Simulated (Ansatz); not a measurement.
Energy and pressure of Ti$_{2}$O against volume, without spin

Computed with DFT r2SCAN, scalar-relativistic, plane waves, PAW in Ansatz 0.2.0.

```yaml
crystal:
  lattice:
    - [2.97666, 0.00000, 0.00000]
    - [-1.48833, 2.57786, 0.00000]
    - [0.00000, 0.00000, 4.80544]
  atoms:
    - { symbol: Ti, position: [0.66667, 0.33333, 0.27874] }
    - { symbol: Ti, position: [0.33333, 0.66667, 0.72126] }
    - { symbol: O, position: [0.00000, 0.00000, 0.00000] }
```

- plane-wave cutoff: 500 eV
- Γ-centred k-mesh: 18×18×10
- occupation rule: Gaussian smearing, 0.1 eV
- spin treatment: unpolarised

The cell is scaled evenly at fixed fractional positions, V₀ being the volume of the cell shown; start: no spin polarisation. Energies are extrapolated to zero smearing. A spin-polarised state can lie lower, at larger volumes above all.

```
 V/V₀  E above lowest (meV/atom) P (GPa)
1.000                        0.0     -3.1
1.057                          ?        ?
1.132                      130.6    -20.6
1.226                      306.0    -27.3
```

(1) Fill in the withheld rows.

## Answers

(1) The withheld rows:

| V/V₀ | E above lowest (meV/atom) | P (GPa) |
| --- | --- | --- |
| 1.057 | 34.1 | -12.1 |

Cost: 4 runs of about 4.6 core-minutes in all, on Intel Xeon Processor @ 2.50GHz (Skylake/Cascade Lake) (shared hosts).